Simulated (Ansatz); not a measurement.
Crystal: CsPbCl3.

```
Pb Cs Cl
1.0
     5.60500    0.00000    0.00000
     0.00000    5.60500    0.00000
     0.00000    0.00000    5.60500
Pb Cs Cl
1 1 3
Direct
  0.50000 0.50000 0.50000
  0.00000 0.00000 0.00000
  0.50000 0.00000 0.50000
  0.00000 0.50000 0.50000
  0.50000 0.50000 0.00000
```

| Quantity | Value |
| --- | --- |
| Program | Ansatz 0.2.0 |
| Task | relaxation of cell and atoms |
| Functional | PBE |
| Dispersion | D3(BJ) |
| Potentials or basis | Ansatz PAW |
| Cutoff | 420 eV (not typed: the program's choice for these potentials) |
| k mesh | 5 × 5 × 5 |
| Occupations | fermi-dirac, width 0.05 eV |
| Spin | no spin polarisation |

At the start: volume 35.22 Å³/atom.

Q: Where does the relaxation end?

A: It ends after 4 steps and the volume is 36.36 Å³/atom (+3.3 %); space group Pm-3m (No. 221, to 0.05 Å).

The path:
| step | energy change (eV) | largest force (eV/Å) | volume (Å³) |
| --- | --- | --- | --- |
| 1 | 0.0000 | 0.0000 | 176.09 |
| 2 | -0.0131 | 0.0000 | 179.90 |
| 3 | -0.0147 | 0.0000 | 181.81 |
| 4 | -0.0149 | 0.0000 | 181.81 |

Final structure:
```yaml
crystal:
  lattice:
    - [5.66512, 0.00000, 0.00000]
    - [0.00000, 5.66512, 0.00000]
    - [0.00000, 0.00000, 5.66512]
  atoms:
    - { symbol: Pb, position: [0.50000, 0.50000, 0.50000] }
    - { symbol: Cs, position: [0.00000, 0.00000, 0.00000] }
    - { symbol: Cl, position: [0.50000, 0.00000, 0.50000] }
    - { symbol: Cl, position: [0.00000, 0.50000, 0.50000] }
    - { symbol: Cl, position: [0.50000, 0.50000, 0.00000] }
```

Caveat: the plane-wave basis is chosen anew once the cell has moved, so the energies of steps on either side of that aren't comparable.
